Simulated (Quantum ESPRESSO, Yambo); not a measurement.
# Quasiparticle gap of InP (F-43m) in Yambo, part 2 of 3

How does a plane-wave GW calculation on InP (F-43m) run from the first input to the gap?

Quantum ESPRESSO 7.5 and Yambo 5.3.0; PBE and many-body steps on it, plane waves. Known limits of the many-body steps: not at the basis limit; no spin-orbit coupling; coarse k mesh.

So far. Step 2 (Ground state): The gap is direct, at Γ. Step 3 (Bands along the symmetry lines): The gap is 0.708 eV, as in the run before at this level.

The database entry behind the starting cell differs from later determinations by our own check (0.1 to 0.3 % short, probably kX units), so it need not match the best structure at ambient conditions.

### 4. Empty states on the mesh, 4×4×4 mesh, 127 bands

Level of this step: DFT, PBE, plane waves, norm-conserving pseudopotentials (Quantum ESPRESSO).

The sums over transitions need many empty states on a uniform mesh; this step solves for them.

pw.in reads:

```
&control
  calculation = 'nscf'
  prefix = 'x'
  outdir = 'o'
  pseudo_dir = 'pseudo'
/
&system
  ibrav = 0
  nat = 2
  ntyp = 2
  ecutwfc = 80.0
  nbnd = 127
  force_symmorphic = .true.
/
&electrons
  conv_thr = 1e-9
  electron_maxstep = 80
  diago_full_acc = .true.
  diago_thr_init = 5e-6
/
ATOMIC_SPECIES
  In 114.82 In.upf
  P 30.974 P.upf
CELL_PARAMETERS angstrom
  -0.0000000000 2.9305000000 2.9305000000
  2.9305000000 -0.0000000000 2.9305000000
  2.9305000000 2.9305000000 -0.0000000000
ATOMIC_POSITIONS crystal
  In 0.0000000000 0.0000000000 0.0000000000
  P 0.2500000000 0.2500000000 0.2500000000
K_POINTS automatic
  4 4 4 0 0 0
```

Started as:

```bash
$ OMP_NUM_THREADS=1 mpirun -n 4 pw.x -nk 4 -in pw.in > pw.out
```

Log:

```text
[banner, memory and clock lines left out]
Program PWSCF v.7.5 starts

     Atomic positions and unit cell read from directory:
     o/x.save/

     Message from routine setup:
     using ibrav=0 with symmetry is DISCOURAGED, use correct ibrav instead

     G-vector sticks info

     bravais-lattice index     =            0
     lattice parameter (alat)  =       7.8317  a.u.
     unit-cell volume          =     339.6658 (a.u.)^3
     number of atoms/cell      =            2
     number of atomic types    =            2
     number of electrons       =        26.00
     number of Kohn-Sham states=          127
     kinetic-energy cutoff     =      80.0000  Ry
     charge density cutoff     =     320.0000  Ry
     Exchange-correlation= PBE
                           (   1   4   3   4   0   0   0)

     celldm(1)=   7.831692  celldm(2)=   0.000000  celldm(3)=   0.000000
     celldm(4)=   0.000000  celldm(5)=   0.000000  celldm(6)=   0.000000

     crystal axes: (cart. coord. in units of alat)
               a(1) = (  -0.000000   0.707107   0.707107 )
               a(2) = (   0.707107  -0.000000   0.707107 )
               a(3) = (   0.707107   0.707107  -0.000000 )

     reciprocal axes: (cart. coord. in units 2 pi/alat)
               b(1) = ( -0.707107  0.707107  0.707107 )
               b(2) = (  0.707107 -0.707107  0.707107 )
               b(3) = (  0.707107  0.707107 -0.707107 )
     Pseudo is Norm-conserving + core correction, Zval = 21.0
     Generated using ONCVPSP code by D. R. Hamann
     Using radial grid of 1964 points,  6 beta functions with:
     Pseudo is Norm-conserving + core correction, Zval =  5.0
     Generated using ONCVPSP code by D. R. Hamann
     Using radial grid of 1298 points,  6 beta functions with:
     In               21.00   114.82000     In( 1.00)
     P                 5.00    30.97400     P ( 1.00)

     24 Sym. Ops. (no inversion) found

   Cartesian axes

     site n.     atom                  positions (alat units)
         1        In     tau(   1) = (   0.0000000   0.0000000   0.0000000  )
         2        P      tau(   2) = (   0.3535534   0.3535534   0.3535534  )

     number of k points=     8
                       cart. coord. in units 2pi/alat
        k(    1) = (   0.0000000   0.0000000   0.0000000), wk =   0.0312500
        k(    2) = (   0.1767767   0.1767767  -0.1767767), wk =   0.2500000
        k(    3) = (  -0.3535534  -0.3535534   0.3535534), wk =   0.1250000
[...]
k(    7) = (  -0.7071068   0.0000000   0.0000000), wk =   0.0937500
        k(    8) = (  -0.7071068   0.3535534   0.0000000), wk =   0.1875000

     Dense  grid:    32743 G-vectors     FFT dimensions: (  45,  45,  45)

     The potential is recalculated from file :
     o/x.save/charge-density

     Starting wfcs are   17 randomized atomic wfcs +  110 random wfcs

     Band Structure Calculation

     End of band structure calculation

          k = 0.0000 0.0000 0.0000 (  4111 PWs)   bands (ev):

  -106.7152 -65.1924 -65.1924 -65.1924  -5.8886  -5.8886  -5.8886  -5.7380
    -5.7380  -3.2029   8.3155   8.3155   8.3155   9.0235  12.4042  12.4042
    12.4042  16.9072  17.7286  17.7286  19.5434  19.5434  19.5434  22.2387
[...]
[... 4 further rows ...]
[...]
91.5779  94.5387  96.6094  96.6094  96.6094  99.9596  99.9596

          k = 0.1768 0.1768-0.1768 (  4089 PWs)   bands (ev):

[...]
[... 4 further rows ...]
[...]
96.0522  96.2189  96.5492  96.5492  97.5298  97.5298  97.5668

          k =-0.3536-0.3536 0.3536 (  4092 PWs)   bands (ev):

[...]
64.6026  66.9414  66.9414  66.9954  67.2391  67.2391  68.3617  69.0360
     [... 4 further rows ...]
    92.1277  92.1277  92.7225  92.7225  94.6312  94.8346  94.8346  95.0987
    95.6301  95.6301  97.1271  97.1271  98.0364  98.5280  99.2071

          k = 0.3536 0.0000 0.0000 (  4088 PWs)   bands (ev):

     [... further k-points ...]

     highest occupied, lowest unoccupied level (ev):     8.3155    9.0235

     XML data file, pseudopotentials, collected wavefunctions
```

The job ended after 9.2 s (4 MPI ranks of Arm Neoverse V1, shared host; peak memory 0.38 GiB; 37 s of CPU time).

This step gave:

| Item | Value |
| --- | --- |
| gap | 0.7080 eV |
| k of the valence top | 0, 0, 0 |
| k of the conduction bottom | 0, 0, 0 |
| least direct gap | 0.7080 eV |
| k points computed | 8 |
| lowest point of the top converged band, above the valence top | 89.2513 eV |

On this mesh the gap is 0.708 eV.

### 5. Conversion and set-up

This step: Yambo 5.3.0; conversion and set-up on PBE, plane waves, norm-conserving pseudopotentials.

The states are converted to the many-body program's format and the q mesh is built.

Started as:

```bash
$ (cd o/x.save; p2y > p2y.log; mv SAVE ../..); yambo > setup.log
```

Log:

```text
 Yambo, version 5.3.0

 [02] CORE Variables Setup
 =========================

  [02.01] Unit cells
  ==================

  Cell kind             :  FCC
  Atoms in the cell     :  In  P
  number of In atoms    :  1
  number of P  atoms    :  1

  List of atomic masses
  Mass of In    :  114.8200
  Mass of P     :  30.97400

  List of atomic coordinates    : [cc]
  In1       :  0.000000  0.000000  0.000000  order 1
  P1       :  2.768921  2.768921  2.768921  order 2

  Alat factors          :  5.537842  5.537842  5.537842 [a.u.]
  Direct lattice volume :  339.6658 [a.u.]
  Direct lattice vectors:  A[ 1 ]  A[ 2 ]  A[ 3 ]
   A[ 1 ]: -0.000000  1.000000  1.000000  [iru]
  -0.000000  5.537842  5.537842  [cc]
   A[ 2 ]:  1.000000 -0.000000  1.000000  [iru]
   5.537842 -0.000000  5.537842  [cc]
   A[ 3 ]:  1.000000  1.000000 -0.000000  [iru]
   5.537842  5.537842 -0.000000  [cc]

  Recip. lattice volume :  0.730277 [a.u.]
  Recip. lattice vectors:  B[ 1 ]  B[ 2 ]  B[ 3 ]
   B[ 1 ]: -0.500000  0.500000  0.500000  [iku]
  -0.567295  0.567295  0.567295  [cc]
   B[ 2 ]:  0.500000 -0.500000  0.500000  [iku]
   0.567295 -0.567295  0.567295  [cc]
   B[ 3 ]:  0.500000  0.500000 -0.500000  [iku]
   0.567295  0.567295 -0.567295  [cc]

  [02.02] Symmetries
  ==================

  Inversion symmetry    : yes
  Spatial inversion     : no
  Inversion index       :  25
  K-space Time-reversal : yes
  Magnetic symmetries   : no
  Time-reversal derived K-space symmetries:   25   48
  Group table correct   : yes
  Symmetries units      :  [cc]

   [S  1]:   1.0000      0.21494E-16  0.21494E-16  0.21494E-16   1.0000     -0.21494E-16 -0.21494E-16 -0.21494E-16   1.0000
   [S  2]:  -1.0000     -0.21494E-16  0.21494E-16 -0.21494E-16  -1.0000     -0.21494E-16  0.21494E-16  0.21494E-16   1.0000
   [S  3]:  -1.0000      0.21494E-16 -0.21494E-16 -0.21494E-16   1.0000      0.21494E-16  0.21494E-16 -0.21494E-16  -1.0000
[...]
[S  9]:  0.21494E-16   1.0000      0.21494E-16 -0.21494E-16  0.21494E-16   1.0000       1.0000     -0.21494E-16 -0.21494E-16
   [S 10]:  0.21494E-16  -1.0000     -0.21494E-16 -0.21494E-16 -0.21494E-16  -1.0000       1.0000      0.21494E-16  0.21494E-16
     [... 36 further rows ...]
   [S*47]:   1.0000      0.21494E-16 -0.21494E-16  0.21494E-16 -0.21494E-16  -1.0000     -0.21494E-16   1.0000      0.21494E-16
   [S*48]:   1.0000     -0.21494E-16  0.21494E-16  0.21494E-16  0.21494E-16   1.0000     -0.21494E-16  -1.0000     -0.21494E-16

  [02.03] Reciprocal space
  ========================

  nG shells         :   333
  nG charge         :   32743
  nG WFs            :   4987
  nC WFs            :   4128
  G-vecs. in first 33 shells:  [ Number ]
     1    9   15   27   51   59   65   89  113
    137   169   181   229   259   283   307   331   339
    387   411   459   531   537   561   609   645   701
    725   749   821   869   893   941
  ...
[...]
K/Q-points units:
  rlu = crystal or reduced units; cc = cartesian coordinates; iku = interal k-units

  K [1]          [rlu]:  0.000000  0.000000  0.000000
         WF components:   4111
  K [2]          [rlu]:  0.52668E-17  0.52668E-17  0.25000
         WF components:   4089
  K [3]          [rlu]: -0.10534E-16 -0.10534E-16 -0.50000
         WF components:   4092
  K [4]          [rlu]:  0.87374E-19  0.25000      0.25000
         WF components:   4088
  K [5]          [rlu]:  0.86628E-17  0.25000     -0.50000
         WF components:   4097
  [... 2 further k-points ...]
  K [8]          [rlu]:  0.250000 -0.500000 -0.250000
         WF components:   4128

  [02.05] Energies & Occupations
  ==============================

  [X] === General ===
  [X] Electronic Temperature                        :  0.000000  0.000000 [eV K]
  [X] Bosonic    Temperature                        :  0.000000  0.000000 [eV K]
  [X] Finite Temperature mode                       : no
  [X] El. density                                   :  0.51656E+24 [cm-3]
  [X] Fermi Level                                   :  8.315509 [eV]

  [X] === Gaps and Widths ===
  [X] Conduction Band Min                           :  0.707977 [eV]
  [X] Valence Band Max                              :  0.000000 [eV]
  [X] Filled Bands                                  :  13
  [X] Empty Bands                                   :   14  127
  [X] Direct Gap                                    :  0.707977 [eV]
  [X] Direct Gap localized at k                     :  1
  [X] Indirect Gap                                  :  0.707977 [eV]
  [X] Indirect Gap between kpts                     :  1  1
  [X] Last valence band width                       :  2.910393 [eV]
  [X] 1st conduction band width                     :  3.584950 [eV]

  E @ K [1]:  [eV]
  -115.0307  -73.5080  -73.5080  -73.5080  -14.2041  -14.2041  -14.2041  -14.0535
   -14.054      -11.518     -0.37199E-09 -0.27552E-09   0.0000      0.70798       4.0887       4.0887
    4.08873   8.59168   9.41311   9.41311  11.22791  11.22791  11.22791  13.92323
[...]
occ @ K [1]
[...]
E @ K [2]:  [eV]
[...]
occ @ K [2]
[...]
E @ K [3]:  [eV]
[...]
occ @ K [3]
[...]
E @ K [4]:  [eV]
[...]
occ @ K [4]
[...]
E @ K [5]:  [eV]
[...]
occ @ K [5]
[...]
[... 2 further k-points ...]
  E @ K [8]:  [eV]
[...]
occ @ K [8]
[...]
0.000000  0.000000  0.000000  0.000000  0.000000  0.000000  0.000000  0.000000
   0.000000  0.000000  0.000000  0.000000  0.000000  0.000000  0.000000  0.000000

 [03] Transferred momenta grid and indexing
 ==========================================

 IBZ Q-points                                      :   8
 BZ  Q-points                                      :   64

 K/Q-points units:
 rlu = crystal or reduced units; cc = cartesian coordinates; iku = interal k-units

 Q [1]          [rlu]:  0.000000  0.000000  0.000000
 Q [2]          [rlu]:  0.54193E-16  0.26437E-16  0.25000
 Q [3]          [rlu]: -0.10839E-15 -0.52875E-16 -0.50000
[...]
Q [7]          [rlu]: -0.17475E-18 -0.50000     -0.50000
 Q [8]          [rlu]:  0.250000 -0.500000 -0.250000

  [03.01] X indexes
  =================

   [03.01.01] Sigma indexes
   ========================

 [06] Game Over & Game summary
```

Elapsed: 2.8 s, on 1 MPI rank; peak memory 0.25 GiB.

[end of part 2 of 3]

[Paths, hosts, dates, memory and timing lines, banners, echoed tables and standing remarks are left out of the program output.]

[Logs are printed without paths, hosts, clocks, repeated set-up lines and the standing remarks that a program may print on its own settings, such as how far it seeks lower states.]

[Runs of the session that timed out or met a known fault of the program may be left out.]

[Hosts, paths, dates, database ids (printed as entryN), source tags and the programs' standing remarks are cut or masked in the printed files.]
